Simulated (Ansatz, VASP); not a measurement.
## One calculation of MgO, two programs

```xyz
4
Lattice="3.4452 0.0000 0.0000 -1.7226 2.9837 0.0000 0.0000 0.0000 3.8781" Properties=species:S:1:pos:R:3 pbc="T T T"
Mg    1.7226    0.9946    2.9085
Mg    0.0000    1.9891    0.9695
O     1.7226    0.9946    0.9695
O     0.0000    1.9891    2.9085
```

Alike in both runs: task single point; functional PBEsol; k mesh 9 × 9 × 6; occupations gaussian, width 0.02 eV; no spin polarisation.

|  | VASP | Ansatz |
| --- | --- | --- |
| version | VASP 6.6.1 | Ansatz 0.2.0 |
| potentials or method | VASP PAW PBE potentials, release 64 (Mg, O) | scalar-relativistic, plane waves, PAW |
| plane-wave cutoff (eV) | 520 | 420 |
| valence electrons in the cell | 16 | 32 |

|  | VASP | Ansatz | Ansatz less VASP |
| --- | --- | --- | --- |
| gap on the k mesh at the Fermi level (eV) | 3.83 | 3.84 | +0.003 |
| least direct gap on the mesh (eV) | 3.83 | 3.84 | +0.003 |
| pressure (GPa) | 19.3 | 19.4 | +0.08 |
| largest component of the traceless stress (GPa) | 15.44 | 15.29 | -0.150 |

The two sets of potentials don't hold the same shells in valence.

Caveats: so large a pressure means that the cell lies far from this level's equilibrium, or that cutoff or potentials fall short (VASP); the potentials were made for another functional, which shifts forces and pressure (VASP).
